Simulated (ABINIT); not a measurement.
# HfN: band structure with revPBE

Crystal: HfN.

```
Hf N
1.0
     0.00000    2.25600    2.25600
     2.25600    0.00000    2.25600
     2.25600    2.25600    0.00000
Hf N
1 1
Cartesian
  0.0000 0.0000 0.0000
  2.2560 2.2560 2.2560
```

```yaml
Program: ABINIT 10.8.3 (patched build)
Task: band structure
Functional: revPBE
Potentials_or_basis: JTH PAW PBE v2.0
Cutoff: 707 eV
k_mesh: 10 × 10 × 10
Occupations: fermi-dirac, width 0.05 eV
Spin: no spin polarisation
Fine-grid_cutoff: 1306.15 eV
Exchange_and_correlation_inside_the_PAW_spheres: full angular mesh (pawxcdev 0, this build's default; the released program takes 1)
```

The pressure is 8.2 GPa. The band gap on the k mesh is none (metal or under the smearing width) and the valence electrons inside the program's atomic spheres are Hf 9.68; N 2.58.

Levels at the corners of the path, in eV from the Fermi level:
```csv
point,band 4,band 5,band 6,band 7,band 8,band 9,band 10,band 11,band 12,band 13
Γ,-31.19,-17.64,-3.10,-3.10,-3.10,-0.38,-0.38,-0.38,1.75,1.95
X,-31.50,-16.57,-5.50,-3.87,-3.77,-3.77,4.10,5.54,5.54,5.59
W,-31.54,-15.95,-6.24,-5.56,-5.56,1.09,1.09,5.54,5.56,6.19
K,-31.42,-16.00,-6.42,-5.61,-5.04,-0.90,3.86,4.46,6.02,6.66
Γ,-31.19,-17.64,-3.10,-3.10,-3.10,-0.38,-0.38,-0.38,1.75,1.95
L,-31.28,-14.94,-8.97,-6.27,-6.27,3.26,3.70,3.70,4.36,8.86
U,-31.42,-16.00,-6.42,-5.61,-5.04,-0.90,3.86,4.46,6.02,6.66
W,-31.54,-15.95,-6.24,-5.56,-5.56,1.09,1.09,5.54,5.56,6.19
L,-31.28,-14.94,-8.97,-6.27,-6.27,3.26,3.70,3.70,4.36,8.86
K,-31.42,-16.00,-6.42,-5.61,-5.04,-0.90,3.86,4.46,6.02,6.66
```

Run time: 52 s on 1 thread of Arm Neoverse V2, with other jobs on the host, peak memory 0.14 GiB.

Caveat: the PAW data sets were made with another functional, which shifts forces and pressure a little; spin-orbit coupling is left out, which moves the levels of the heavy elements.
